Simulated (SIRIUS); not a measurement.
SnSe:

```
Sn Se
1.0
     0.00000    3.01000    3.01000
     3.01000    0.00000    3.01000
     3.01000    3.01000    0.00000
Sn Se
1 1
Direct
  0.00000 0.00000 0.00000
  0.50000 0.50000 0.50000
```

Measurements of this composition are mostly on another form, of space group No. 62.

* Program: SIRIUS 7.12.0
* Task: single point
* Functional: PBEsol
* Potentials or basis: all-electron FP-LAPW
* Cutoff: 167 eV
* Basis: apw+lo standard
* k mesh: 8 × 8 × 8
* Occupations: fermi-dirac, width 0.05 eV
* Spin: no spin polarisation

On this cell: band gap on the k mesh 0.65 eV, direct.

The same run follows on a disturbed copy (atoms moved at random):

```
Sn Se
1.0
     0.00000    3.01000    3.01000
     3.01000    0.00000    3.01000
     3.01000    3.01000    0.00000
Sn Se
1 1
Cartesian
  0.0262 -0.0361 -0.0484
  3.0363 3.0100 3.0145
```

Question: What does the disturbed cell give?

Answer: The energy moves by -0.0 meV/atom; band gap on the k mesh 0.64 eV, direct.

Caveats: spin-orbit coupling is left out, which moves the levels of the heavy elements.

A k mesh can miss the band edges.
